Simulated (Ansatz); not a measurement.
Runs of Ansatz 0.2.0 on KF. Symmetry: Pm-3m, No. 221, cubic system. Conventional cell: a = 3.259 Å, b = 3.259 Å, c = 3.259 Å, α = 90.00°, β = 90.00°, γ = 90.00°. K (site symmetry m-3m) has 8 F at 2.82 Å as nearest neighbours. Around F (site symmetry m-3m) lie 8 K at 2.82 Å. The cell comes from a database or a generator and needn't be the stable form of this composition.

| task | level | potentials or basis | spin | cell | k mesh | cutoff (eV) | smearing | driver | broadening | other keys | gap on the mesh (eV) | pressure (GPa) |
| --- | --- | --- | --- | --- | --- | --- | --- | --- | --- | --- | --- | --- |
| relaxation of the atoms | RPBE | Ansatz PAW | collinear, ferromagnetic start | atoms relaxed from: atoms moved at random, drawn with an rms of 0.1 Å | 6 × 6 × 6 | 420 | methfessel-paxton 0.005 eV | chain | - | scf.occupations.method = methfessel_paxton; … | 6.58 | 3.2 |
| electrostatic potential | HSEsol | Ansatz PAW | off | as given | 5 × 5 × 5 | 420 | fixed | - | - | - | 8.23 | -3.1 |
| single point | HSE06+D4 | Ansatz PAW polarizable | off | as given | 5 × 5 × 5 | 420 | cold 0.15 eV | calculator | - | - | (a) | -1.8 |
| Born charges and dielectric tensor | PBE0 | Ansatz PAW | off | as given | 5 × 5 × 5 | 420 | fixed | chain | - | - | 9.13 | - |
| electrostatic potential | HSEsol | Ansatz PAW | off | as given | 5 × 5 × 5 | 420 | fixed | chain | - | - | 8.23 | -3.1 |
| optical spectrum | r2SCAN | Ansatz PAW | off | cell strained at random at fixed volume | 6 × 6 × 6 | 500 | fixed | chain | 0.1 eV | - | 7.14 | - |

Fill in the values left out.

(a) 8.36.

Caveats: the thresholds are loose for stress (some runs); odd divisions of the mesh miss points on the zone boundary, where band edges often lie, so the gap on the mesh can be too wide (some runs); the PAW data sets were made with another functional, which shifts forces and pressure a little (some runs); the starting moments weren't kept (some runs); the PAW data sets come from PBE, with cores solved anew for the run's functional, which leaves a small shift of forces and pressure (some runs); spectra need much finer meshes, so this one isn't converged (some runs); independent-particle spectra lack excitons (some runs).

A k mesh can miss the band edges.
